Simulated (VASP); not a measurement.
These are PBEsol GGA, VASP's PBE PAW potentials (set 64) (plane waves; VASP) values and carry that method's errors.

A VASP calculation is set up with these files.

INCAR:
```
SYSTEM = ZrO2
PREC = Accurate; ENCUT = 520; LREAL = .FALSE.
LASPH = .TRUE.
EDIFF = 1E-7; NELM = 100; ALGO = Normal
LMAXMIX = 4
ISMEAR = 0; SIGMA = 0.05
GGA = PS
ISIF = 2
LWAVE = .FALSE.; LCHARG = .FALSE.
```

File KPOINTS:
```
Automatic
0
Gamma
8 8 8
```

File POSCAR:
```
ZrO2
1
    0.0000000000     2.4819540584     2.4819540584
    2.4819540584     0.0000000000     2.4819540584
    2.4819540584     2.4819540584     0.0000000000
Zr O
1 2
Direct
  0.0000000000   0.0000000000   0.0000000000
  0.2500000000   0.2500000000   0.2500000000
  0.7500000000   0.7500000000   0.7500000000
```

POTCAR, in this order: Zr_sv O (PBE.64 set). Program: vasp_std.

What VASP printed:

OSZICAR:
```
       N       E                     dE             d eps       ncg     rms          rms(c)
DAV:   1     0.196329227523E+03    0.19633E+03   -0.14945E+04   928   0.156E+03
DAV:   2    -0.278130288698E+02   -0.22414E+03   -0.21777E+03  1216   0.393E+02
DAV:   3    -0.353386804613E+02   -0.75257E+01   -0.75187E+01  1320   0.744E+01
DAV:   4    -0.355228637044E+02   -0.18418E+00   -0.18416E+00  1328   0.898E+00
DAV:   5    -0.355263484618E+02   -0.34848E-02   -0.34847E-02  1168   0.999E-01    0.296E+01
DAV:   6    -0.298959813854E+02    0.56304E+01   -0.30797E+01  1000   0.453E+01    0.127E+01
DAV:   7    -0.298515091473E+02    0.44472E-01   -0.11764E+00  1336   0.890E+00    0.767E+00
DAV:   8    -0.298188804086E+02    0.32629E-01   -0.14178E-01  1224   0.405E+00    0.424E-01
DAV:   9    -0.298176976253E+02    0.11828E-02   -0.19911E-02  1184   0.971E-01    0.285E-01
DAV:  10    -0.298180536296E+02   -0.35600E-03   -0.50498E-03  1048   0.714E-01    0.163E-01
DAV:  11    -0.298180216383E+02    0.31991E-04   -0.13505E-03  1120   0.328E-01    0.131E-01
DAV:  12    -0.298179831313E+02    0.38507E-04   -0.18928E-04  1096   0.117E-01    0.624E-03
DAV:  13    -0.298179836551E+02   -0.52375E-06   -0.10658E-05  1152   0.264E-02    0.510E-03
DAV:  14    -0.298179836988E+02   -0.43726E-07   -0.15388E-06  1152   0.875E-03    0.528E-03
DAV:  15    -0.298179836065E+02    0.92295E-07   -0.12081E-07   736   0.341E-03
   1 F= -.29817984E+02 E0= -.29817984E+02  d E =-.117092E-19
```

### OUTCAR
```
------------------------ aborting loop because EDIFF is reached ----------------------------------------
  FORCE on cell =-STRESS in cart. coord.  units (eV):
  Direction    XX          YY          ZZ          XY          YZ          ZX
  --------------------------------------------------------------------------------------
  Total        3.4160151      3.4160151      3.4160151      0.0000000     -0.0000000      0.0000000
  in kB      178.9860378    178.9860378    178.9860378      0.0000000     -0.0000000      0.0000000
  external PRESSURE =     178.9860378 kB  Pullay stress =       0.0000000 kB
  volume of cell :       30.58
      direct lattice vectors                 reciprocal lattice vectors
     0.000000000  2.481954058  2.481954058    -0.201454172  0.201454172  0.201454172
     2.481954058  0.000000000  2.481954058     0.201454172 -0.201454172  0.201454172
     2.481954058  2.481954058  0.000000000     0.201454172  0.201454172 -0.201454172
 POSITION                                       TOTAL-FORCE (eV/Angst)
 -----------------------------------------------------------------------------------
      0.00000      0.00000      0.00000        -0.000000      0.000000      0.000000
      1.24098      1.24098      1.24098         0.000000      0.000000      0.000000
      3.72293      3.72293      3.72293        -0.000000     -0.000000     -0.000000
 -----------------------------------------------------------------------------------
    total drift:                                0.000000      0.000000      0.000000
  FREE ENERGIE OF THE ION-ELECTRON SYSTEM (eV)
  ---------------------------------------------------
  free  energy   TOTEN  =       -29.8179836065 eV

  energy  without entropy=      -29.8179836065  energy(sigma->0) =      -29.81798361
```
(Selected blocks of OUTCAR.)

The compound is ZrO2 in the fluorite structure, the high-temperature cubic form, which is unstable at 0 K; the monoclinic form is the stable one. This cell is one point of a volume scan, at 0.94 of the reference volume.
